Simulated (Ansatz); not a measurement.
# WS2 at a changed volume — ³³S NMR of the central transition

Cell: a COD entry, relaxed with PBE at fixed cell and then changed (volume scaled by 0.98, ions relaxed).

```xyz
3
Lattice="1.5684 0.9055 6.1220 -1.5684 0.9055 6.1220 0.0000 -1.8110 6.1220" Properties=species:S:1:pos:R:3 pbc="T T T"
W     0.0000    0.0000    0.0121
S     0.0000    0.0000    4.5536
S     0.0000    0.0000    7.7156
```

Atom numbers follow the list; atoms alike are taken as one site, whose name carries the number of the first.

Level of theory: DFT, PBE, plane waves and PAW, scalar-relativistic, collinear spin, 420 eV cutoff, Γ-centred 16×16×16 k-points, Fermi–Dirac smearing 0.02 eV (Ansatz 0.2.0). Start moments as typed (μB): 2 on each W, none on the rest.

³³S has I = 3/2 and Q = -69.40 mb (Pyykkö 2018); at 35.2 T its Larmor frequency is ν₀ = 115.2 MHz. Only the quadrupole interaction is simulated: positions count from each site's isotropic chemical shift, and J coupling is left out, as are shift anisotropy and dipolar coupling, which fast spinning averages.

Task: Simulate the second-order pattern (fast magic-angle spinning, Gaussian broadening 1 kHz) of site S3 (3 W at 2.40 Å; also 7 S at 3.14–3.16 Å).

Result: The calculation gives C_Q = 6.73 MHz and η = 0.00, so ν_Q = 3.36 MHz and the centre of gravity lies at -85.3 ppm (-9.83 kHz).

```
offset (kHz)  height
      -25.55       0
      -24.80       1
      -24.05       4
      -23.29       5
      -22.54       5
      -21.79       5
      -21.04       6
      -20.28       6
      -19.53       6
      -18.78       6
      -18.03       6
      -17.27       6
      -16.52       8
      -15.77      37
      -15.02      80
      -14.26      61
      -13.51      47
      -12.76      42
      -12.01      39
      -11.25      38
      -10.50      37
       -9.75      37
       -9.00      37
       -8.25      39
       -7.49      41
       -6.74      44
       -5.99      48
       -5.24      58
       -4.48      81
       -3.73     100
       -2.98      31
       -2.23       1
```

An axis of threefold or higher order runs through S3, so V_zz lies along it and η is zero.

Without spin–orbit coupling the gradients at and beside W can be off by some per cent, at some sites by more. At this changed cell the PBE pressure is 5 GPa. The start moments die out, and the run ends without spin.

The relaxation (4 steps) took 4.3 min of wall time (4.2 min of CPU time) and 1.2 GiB at its peak, on 1 thread of Intel Xeon Platinum 8259CL CPU @ 2.50GHz (Skylake/Cascade Lake) (x86_64; 16 cores open to the job, memory cap 3.0 GiB, no GPU), a shared host with a load of 0.7 a core.
